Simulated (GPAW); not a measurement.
## InP (F-43m): the In K absorption edge

Aim: the dependence of the In K near-edge features of InP (F-43m) on volume.

Method: X-ray absorption from dipole matrix elements to empty bands, plane-wave PAW PBE, in GPAW 26.7.0.

Report form: the programs' logs are mostly left out.

The database entry behind the starting cell differs from later determinations by our own check (0.1 to 0.3 % short, probably kX units), so it need not match the best structure at ambient conditions.

**1. The starting structure**

Symmetry: F-43m, No. 216, cubic system. The conventional cell has a = 5.861 Å, b = 5.861 Å, c = 5.861 Å, α = 90.00°, β = 90.00°, γ = 90.00°. In has 4 P at 2.54 Å nearest. P has 4 In at 2.54 Å nearest. Farther neighbours are not listed.

As a file:

```cif
data_structure
_symmetry_space_group_name_H-M 'P 1'
_symmetry_Int_Tables_number 1
_cell_length_a 4.1444
_cell_length_b 4.1444
_cell_length_c 4.1444
_cell_angle_alpha 60.000
_cell_angle_beta 60.000
_cell_angle_gamma 60.000
_cell_volume 50.33
loop_
_atom_site_label
_atom_site_type_symbol
_atom_site_fract_x
_atom_site_fract_y
_atom_site_fract_z
_atom_site_occupancy
In1 In 0.00000 0.00000 0.00000 1
P2 P 0.75000 0.75000 0.75000 1
```

**2. Ground state of the crystal**

A plain self-consistent run shows whether there is a gap, which decides the set-up of the core-hole run.

Input file scf.py:

```python
import numpy as np
from ase import Atoms
from ase.parallel import parprint, paropen
from gpaw import GPAW, PW, FermiDirac, Mixer, MixerDif, setup_paths
from gpaw.test import gen
setup_paths.insert(0, '.')
gen('In', name='nch1s', xcname='PBE', corehole=(1, 0, 0), write_xml=True)
from gpaw.mpi import world
world.barrier()

atoms = Atoms('InP',
    cell=[[0, 2.9305, 2.9305],
     [2.9305, 0, 2.9305],
     [2.9305, 2.9305, 0]],
    scaled_positions=[[0, 0, 0],
     [0.75, 0.75, 0.75]],
    pbc=True)
atoms.calc = calc = GPAW(legacy_gpaw=True, mode=PW(430, force_complex_dtype=True), xc='PBE', setups={0: 'nch1s'},
    kpts={'size': (7, 7, 7), 'gamma': True}, occupations=FermiDirac(0.05),
    charge=0, mixer=Mixer(0.1, 5, 50), maxiter=150,
    convergence={'density': 0.0001, 'eigenstates': 1e-6}, txt='scf.txt')
energy = atoms.get_potential_energy() + calc.get_reference_energy()
ef = calc.get_fermi_level()
out = dict(energy=energy, fermi=ef, forces=atoms.get_forces().tolist())
parprint(f'all-electron energy {energy:.4f} eV, Fermi level {ef:.4f} eV')
ev = np.array([[calc.get_eigenvalues(k, s) for k in range(len(calc.get_ibz_k_points()))] for s in range(calc.get_number_of_spins())])
out['homo'], out['lumo'], out['counts'] = ev[ev < ef].max(), ev[ev > ef].min(), sorted(set((ev < ef).sum((0, 2)).tolist()))
out['filled'] = (ev[:, 0] < ef).sum(1).tolist()
import json
with paropen('out.json', 'w') as f:
    json.dump(out, f)
```

The run is started by

```
$ OMP_NUM_THREADS=1 mpirun -n 4 gpaw python scf.py
```

The job ended after 6.9 s (4 MPI ranks of Intel Xeon Platinum 8488C (Sapphire Rapids), shared host; peak memory 0.17 GiB).

The mesh shows a gap of 0.71 eV, so the hole is first treated in a charged cell, without the excited electron.

**3. Supercell without a hole, the energy reference**

The photon energy needs a difference of total energies, so the cell and mesh of the coming hole run are first run without a hole.

Edit scf.py of step 2 so:

```diff
@@ -10,11 +10,17 @@
 
-atoms = Atoms('InP',
-    cell=[[0, 2.9305, 2.9305],
-     [2.9305, 0, 2.9305],
-     [2.9305, 2.9305, 0]],
+atoms = Atoms('In4P4',
+    cell=[[0, -5.861, 0],
+     [-5.861, 0, 0],
+     [0, 0, -5.861]],
     scaled_positions=[[0, 0, 0],
-     [0.75, 0.75, 0.75]],
+     [0.5, 0, 0.5],
+     [0, 0.5, 0.5],
+     [0.5, 0.5, 0],
+     [0.25, 0.25, 0.25],
+     [0.75, 0.25, 0.75],
+     [0.25, 0.75, 0.75],
+     [0.75, 0.75, 0.25]],
     pbc=True)
 atoms.calc = calc = GPAW(legacy_gpaw=True, mode=PW(430, force_complex_dtype=True), xc='PBE', setups={0: 'nch1s'},
-    kpts={'size': (7, 7, 7), 'gamma': True}, occupations=FermiDirac(0.05),
+    kpts={'size': (3, 3, 3), 'gamma': True}, occupations=FermiDirac(0.02),
     charge=0, mixer=Mixer(0.1, 5, 50), maxiter=150,
```

Elapsed: 9.6 s, on 4 MPI ranks; peak memory 0.23 GiB.

Reference energy: -677147.396 eV with the cores included.

**4. Spectrum with FCH, In atom 1**

The holes are 5.9 Å apart. In GPAW the data set carries the hole's charge, so charge=0 means a charged cell and charge=-1 a neutral one. The excited electron is left out and a uniform background balances the charge. After the field has converged, empty bands are computed with the density fixed and the dipole matrix elements are summed.

The absorber has 4 P at 2.54 Å (tetrahedral, site symmetry -43m).

Input file xas.py:

```python
import numpy as np
from ase import Atoms
from ase.parallel import parprint, paropen
from gpaw import GPAW, PW, FermiDirac, Mixer, MixerDif, setup_paths
from gpaw.test import gen
setup_paths.insert(0, '.')
gen('In', name='fch1s', xcname='PBE', corehole=(1, 0, 1), write_xml=True)
from gpaw.mpi import world
world.barrier()

atoms = Atoms('In4P4',
    cell=[[0, -5.861, 0],
     [-5.861, 0, 0],
     [0, 0, -5.861]],
    scaled_positions=[[0, 0, 0],
     [0.5, 0, 0.5],
     [0, 0.5, 0.5],
     [0.5, 0.5, 0],
     [0.25, 0.25, 0.25],
     [0.75, 0.25, 0.75],
     [0.25, 0.75, 0.75],
     [0.75, 0.75, 0.25]],
    pbc=True)
atoms.calc = calc = GPAW(legacy_gpaw=True, mode=PW(430, force_complex_dtype=True), xc='PBE', setups={0: 'fch1s'},
    kpts={'size': (3, 3, 3), 'gamma': True}, occupations=FermiDirac(0.02),
    charge=0, mixer=Mixer(0.1, 5, 50), maxiter=150,
    convergence={'density': 0.0001, 'eigenstates': 1e-6}, txt='scf.txt')
energy = atoms.get_potential_energy() + calc.get_reference_energy()
ef = calc.get_fermi_level()
out = dict(energy=energy, fermi=ef, forces=atoms.get_forces().tolist())
parprint(f'all-electron energy {energy:.4f} eV, Fermi level {ef:.4f} eV')
ev = np.array([[calc.get_eigenvalues(k, s) for k in range(len(calc.get_ibz_k_points()))] for s in range(calc.get_number_of_spins())])
out['homo'], out['lumo'], out['counts'] = ev[ev < ef].max(), ev[ev > ef].min(), sorted(set((ev < ef).sum((0, 2)).tolist()))
out['filled'] = (ev[:, 0] < ef).sum(1).tolist()

from ase.units import Ha
from gpaw.xas import dipole_matrix_elements
nb = int(calc.get_number_of_electrons() / 2) + 123
top, nb = nb, nb + 8 + nb // 12
nscf = calc.fixed_density(kpts={'size': (4, 4, 4), 'gamma': True}, nbands=nb,
    convergence={'bands': top, 'eigenstates': 5e-3}, maxiter=60, txt='nscf.txt')
cell = atoms.cell.array
ops = [cell.T @ U.T @ np.linalg.inv(cell.T) for U in nscf.wfs.kd.symmetry.op_scc]
filled = [36]  # bands filled in the ground state, by spin
E = np.arange(-6, 34, 0.1)
fwhm = np.interp(E, [4, 25], [7.91, 7.91])
Y, X, zero, highest = 0, 0, 1e9, 1e9
for spin in range(nscf.get_number_of_spins()):
    wfs = nscf.wfs
    mine = wfs.bd.get_slice()  # this rank's bands
    A = dipole_matrix_elements(wfs.setups[0])
    eps = np.zeros((wfs.kd.nibzkpts, nb))
    d = np.zeros((3, A.shape[1], wfs.kd.nibzkpts, nb), complex)
    for kpt in wfs.kpt_u:
        if kpt.s == spin and 0 in kpt.P_ani:
            eps[kpt.k, mine] = kpt.eps_n * Ha
            d[:, :, kpt.k, mine] = (kpt.weight * wfs.nspins / 2) ** 0.5 * np.inner(A, kpt.P_ani[0])
    world.sum(eps)
    world.sum(d)
    T = np.einsum('amkn,bmkn->abkn', d, d.conj()).real
    T = sum(np.einsum('ai,ijkn,bj->abkn', R, T, R) for R in ops) / len(ops)
    empty = np.ones_like(eps, bool) & (np.arange(nb) >= filled[spin])
    zero, highest = min(zero, eps[empty].min()), min(highest, eps[:, top - 1].min())
    lines = [(eps, T, empty)] if spin == 0 else lines + [(eps, T, empty)]
for eps, T, empty in lines:
    f = np.einsum('aakn->akn', T).reshape(3, -1)
    x = eps.ravel() - zero
    w = np.interp(x, E, fwhm) / 2.35482
    g = np.exp(-0.5 * ((E[:, None] - x) / w) ** 2) / (w * (2 * np.pi) ** 0.5)
    Y = Y + (f * empty.ravel()) @ g.T
    X = X + (f * ~empty.ravel()) @ g.T
out.update(E=E.round(2).tolist(), xas=Y.tolist(), xes=X.tolist(), zero=zero, valid=highest - zero, nk=len(eps), nb=nb)
for i in range(0, len(E), 10):
    parprint(f'{E[i]:7.2f}', *(f'{v:10.3e}' for v in Y[:, i]))
import json
with paropen('out.json', 'w') as f:
    json.dump(out, f)
```

The run is started by

```
$ OMP_NUM_THREADS=1 mpirun -n 4 gpaw python xas.py
```

It took 36 s on 4 MPI ranks; peak memory 0.28 GiB; 2.4 min of CPU time.

The In K spectrum, In atom 1, full core hole (charged cell) (energy from the lowest empty level; intensity scaled to a mean of 1 over the first 20 eV):

```
E (eV)  intensity
 -2.00       0.24
 -1.25       0.33
 -0.50       0.44
  0.25       0.56
  1.00       0.68
  1.75       0.81
  2.50       0.92
  3.25       1.02
  4.00       1.09
  4.75       1.14
  5.50       1.17
  6.25       1.17
  7.00       1.17
  7.75       1.15
  8.50       1.13
  9.25       1.11
 10.00       1.10
 10.75       1.08
 11.50       1.07
 12.25       1.05
 13.00       1.03
 13.75       1.01
 14.50       0.99
 15.25       0.97
 16.00       0.94
 16.75       0.92
 17.50       0.90
 18.25       0.89
 19.00       0.88
 19.75       0.88
 20.50       0.89
 21.25       0.90
 22.00       0.92
 22.75       0.94
 23.50       0.96
 24.25       0.97
 25.00       0.97
 25.75       0.97
 26.50       0.95
 27.25       0.93
 28.00       0.90
 28.75       0.87
 29.50       0.83
 30.25       0.80
 31.00       0.77
 31.75       0.74
```

Main maxima below 28 eV (height): 6.2 eV (1.17) and 25.0 eV (0.97). A K edge sees empty p states on the absorber.

The energy difference (zero at 28027 eV) isn't read as a photon energy: for so heavy an absorber the terms left out (the hole's spin, the functional's error) amount to tens of eV or more.

**5. Supercell without a hole, the energy reference**

The cell changes for the next run, so it gets a reference energy of its own.

The cell differs from the one that the last finished run ended in (a 5.861 → 5.741 Å, b 5.861 → 5.741 Å, c 5.861 → 5.741 Å).

Edit scf.py of step 3 so:

```diff
@@ -11,5 +11,5 @@
 atoms = Atoms('In4P4',
-    cell=[[0, -5.861, 0],
-     [-5.861, 0, 0],
-     [0, 0, -5.861]],
+    cell=[[0, -5.74135418, 0],
+     [-5.74135418, 0, 0],
+     [0, 0, -5.74135418]],
     scaled_positions=[[0, 0, 0],
```

The run is started by

```
$ OMP_NUM_THREADS=1 mpirun -n 4 gpaw python scf.py
```

The job ended after 9.4 s (4 MPI ranks; peak memory 0.22 GiB; 36 s of CPU time).

Reference energy: -677146.974 eV with the cores included.

**6. Spectrum with FCH, In atom 1**

Shorter bonds are expected to push antibonding states and scattering resonances up, and longer ones down; the cell is scaled to test that.

Changed against the first core-hole run: volume scale from 1 to 0.94.

Edit xas.py of step 4 so:

```diff
@@ -11,5 +11,5 @@
 atoms = Atoms('In4P4',
-    cell=[[0, -5.861, 0],
-     [-5.861, 0, 0],
-     [0, 0, -5.861]],
+    cell=[[0, -5.74135418, 0],
+     [-5.74135418, 0, 0],
+     [0, 0, -5.74135418]],
     scaled_positions=[[0, 0, 0],
@@ -37,3 +37,3 @@
 from gpaw.xas import dipole_matrix_elements
-nb = int(calc.get_number_of_electrons() / 2) + 123
+nb = int(calc.get_number_of_electrons() / 2) + 115
 top, nb = nb, nb + 8 + nb // 12
```

The run is started by

```
$ OMP_NUM_THREADS=1 mpirun -n 4 gpaw python xas.py
```

Elapsed: 31 s, on 4 MPI ranks; peak memory 0.27 GiB.

```
E (eV)  first run  this run
  -2.0       0.24      0.26
  -1.0       0.36      0.39
   0.0       0.51      0.54
   1.0       0.68      0.70
   2.0       0.85      0.85
   3.0       0.99      0.98
   4.0       1.09      1.07
   5.0       1.15      1.12
   6.0       1.17      1.14
   7.0       1.17      1.13
   8.0       1.14      1.12
   9.0       1.12      1.10
  10.0       1.10      1.09
  11.0       1.08      1.08
  12.0       1.06      1.07
  13.0       1.03      1.05
  14.0       1.01      1.03
  15.0       0.97      1.00
  16.0       0.94      0.97
  17.0       0.91      0.93
  18.0       0.89      0.91
  19.0       0.88      0.89
  20.0       0.88      0.89
  21.0       0.90      0.90
  22.0       0.92      0.92
  23.0       0.95      0.94
  24.0       0.96      0.97
  25.0       0.97      0.99
  26.0       0.96      0.99
  27.0       0.94      0.98
  28.0       0.90      0.94
  29.0       0.86      0.90
  30.0       0.81      0.85
```

Against the first run the r.m.s. difference is 2 %. The highest intensity below 24 eV stays at 6.2 eV.

The photon energy of the zero moves by +0.36 eV.

**7. Supercell without a hole, the energy reference**

The cell differs from the one that the last finished run ended in (a 5.741 → 5.802 Å, b 5.741 → 5.802 Å, c 5.741 → 5.802 Å).

Edit scf.py of step 5 so:

```diff
@@ -11,5 +11,5 @@
 atoms = Atoms('In4P4',
-    cell=[[0, -5.74135418, 0],
-     [-5.74135418, 0, 0],
-     [0, 0, -5.74135418]],
+    cell=[[0, -5.80179393, 0],
+     [-5.80179393, 0, 0],
+     [0, 0, -5.80179393]],
     scaled_positions=[[0, 0, 0],
```

The run is started by

```
$ OMP_NUM_THREADS=1 mpirun -n 4 gpaw python scf.py
```

It took 8.2 s on 4 MPI ranks; peak memory 0.22 GiB.

Reference energy: -677147.240 eV with the cores included.

**8. Spectrum with FCH, In atom 1**

Changed against the first core-hole run: volume scale from 1 to 0.97.

Edit xas.py of step 6 so:

```diff
@@ -11,5 +11,5 @@
 atoms = Atoms('In4P4',
-    cell=[[0, -5.74135418, 0],
-     [-5.74135418, 0, 0],
-     [0, 0, -5.74135418]],
+    cell=[[0, -5.80179393, 0],
+     [-5.80179393, 0, 0],
+     [0, 0, -5.80179393]],
     scaled_positions=[[0, 0, 0],
@@ -37,3 +37,3 @@
 from gpaw.xas import dipole_matrix_elements
-nb = int(calc.get_number_of_electrons() / 2) + 115
+nb = int(calc.get_number_of_electrons() / 2) + 119
 top, nb = nb, nb + 8 + nb // 12
```

The run is started by

```
$ OMP_NUM_THREADS=1 mpirun -n 4 gpaw python xas.py
```

The job ended after 33 s (4 MPI ranks; peak memory 0.28 GiB; 2.2 min of CPU time).

```
E (eV)  first run  this run
  -2.0       0.24      0.25
  -1.0       0.36      0.37
   0.0       0.51      0.53
   1.0       0.68      0.69
   2.0       0.85      0.85
   3.0       0.99      0.98
   4.0       1.09      1.08
   5.0       1.15      1.14
   6.0       1.17      1.16
   7.0       1.17      1.15
   8.0       1.14      1.13
   9.0       1.12      1.11
  10.0       1.10      1.09
  11.0       1.08      1.08
  12.0       1.06      1.06
  13.0       1.03      1.04
  14.0       1.01      1.02
  15.0       0.97      0.99
  16.0       0.94      0.95
  17.0       0.91      0.92
  18.0       0.89      0.90
  19.0       0.88      0.88
  20.0       0.88      0.88
  21.0       0.90      0.90
  22.0       0.92      0.92
  23.0       0.95      0.94
  24.0       0.96      0.97
  25.0       0.97      0.98
  26.0       0.96      0.98
  27.0       0.94      0.96
  28.0       0.90      0.92
  29.0       0.86      0.88
  30.0       0.81      0.83
```

Against the first run the r.m.s. difference is 1 %. The highest intensity below 24 eV stays at 6.2 eV.

The photon energy of the zero moves by +0.17 eV.

**9. Reference energy of the supercell**

The cell differs from the one that the last finished run ended in (a 5.802 → 5.919 Å, b 5.802 → 5.919 Å, c 5.802 → 5.919 Å).

Edit scf.py of step 7 so:

```diff
@@ -11,5 +11,5 @@
 atoms = Atoms('In4P4',
-    cell=[[0, -5.80179393, 0],
-     [-5.80179393, 0, 0],
-     [0, 0, -5.80179393]],
+    cell=[[0, -5.91903348, 0],
+     [-5.91903348, 0, 0],
+     [0, 0, -5.91903348]],
     scaled_positions=[[0, 0, 0],
```

The run is started by

```
$ OMP_NUM_THREADS=1 mpirun -n 4 gpaw python scf.py
```

It took 9.6 s on 4 MPI ranks; peak memory 0.23 GiB.

Reference energy: -677147.474 eV with the cores included.

**10. Spectrum with FCH, In atom 1**

Changed against the first core-hole run: volume scale from 1 to 1.03.

Edit xas.py of step 8 so:

```diff
@@ -11,5 +11,5 @@
 atoms = Atoms('In4P4',
-    cell=[[0, -5.80179393, 0],
-     [-5.80179393, 0, 0],
-     [0, 0, -5.80179393]],
+    cell=[[0, -5.91903348, 0],
+     [-5.91903348, 0, 0],
+     [0, 0, -5.91903348]],
     scaled_positions=[[0, 0, 0],
@@ -37,3 +37,3 @@
 from gpaw.xas import dipole_matrix_elements
-nb = int(calc.get_number_of_electrons() / 2) + 119
+nb = int(calc.get_number_of_electrons() / 2) + 126
 top, nb = nb, nb + 8 + nb // 12
```

The run is started by

```
$ OMP_NUM_THREADS=1 mpirun -n 4 gpaw python xas.py
```

Wall time 35 s (4 MPI ranks); peak memory 0.29 GiB.

```
E (eV)  first run  this run
  -2.0       0.24      0.23
  -1.0       0.36      0.35
   0.0       0.51      0.50
   1.0       0.68      0.67
   2.0       0.85      0.84
   3.0       0.99      0.99
   4.0       1.09      1.10
   5.0       1.15      1.17
   6.0       1.17      1.19
   7.0       1.17      1.18
   8.0       1.14      1.16
   9.0       1.12      1.13
  10.0       1.10      1.10
  11.0       1.08      1.07
  12.0       1.06      1.05
  13.0       1.03      1.02
  14.0       1.01      0.99
  15.0       0.97      0.96
  16.0       0.94      0.93
  17.0       0.91      0.90
  18.0       0.89      0.88
  19.0       0.88      0.88
  20.0       0.88      0.88
  21.0       0.90      0.90
  22.0       0.92      0.92
  23.0       0.95      0.95
  24.0       0.96      0.96
  25.0       0.97      0.96
  26.0       0.96      0.95
  27.0       0.94      0.92
  28.0       0.90      0.88
  29.0       0.86      0.84
  30.0       0.81      0.80
  31.0       0.77      0.76
```

The scaled spectrum changes by 1 % r.m.s. The highest intensity below 24 eV stays at 6.2 eV.

The photon energy of the zero moves by -0.17 eV.

**11. Reference energy of the supercell**

The cell differs from the one that the last finished run ended in (a 5.919 → 5.976 Å, b 5.919 → 5.976 Å, c 5.919 → 5.976 Å).

Edit scf.py of step 9 so:

```diff
@@ -11,5 +11,5 @@
 atoms = Atoms('In4P4',
-    cell=[[0, -5.91903348, 0],
-     [-5.91903348, 0, 0],
-     [0, 0, -5.91903348]],
+    cell=[[0, -5.97595075, 0],
+     [-5.97595075, 0, 0],
+     [0, 0, -5.97595075]],
     scaled_positions=[[0, 0, 0],
```

The run is started by

```
$ OMP_NUM_THREADS=1 mpirun -n 4 gpaw python scf.py
```

The job ended after 10 s (4 MPI ranks; peak memory 0.23 GiB).

Reference energy: -677147.478 eV with the cores included.

(Continued in part 2 of 2.)

[Logs are printed without paths, hosts, clocks, repeated set-up lines and the standing remarks that a program may print on its own settings, such as how far it seeks lower states.]

[Hosts, paths, dates, database ids (printed as entryN), source tags and the programs' standing remarks are cut or masked in the printed files.]

[Lists of maxima count a maximum above −3 eV only where it reaches 4 % of the highest in the window and stands out from its surroundings by 2 % of it (1.5 % where it reaches 55 %); shoulders and weaker maxima are passed over, and of the rest the first, up to two pre-edge ones and the few strongest are named.]
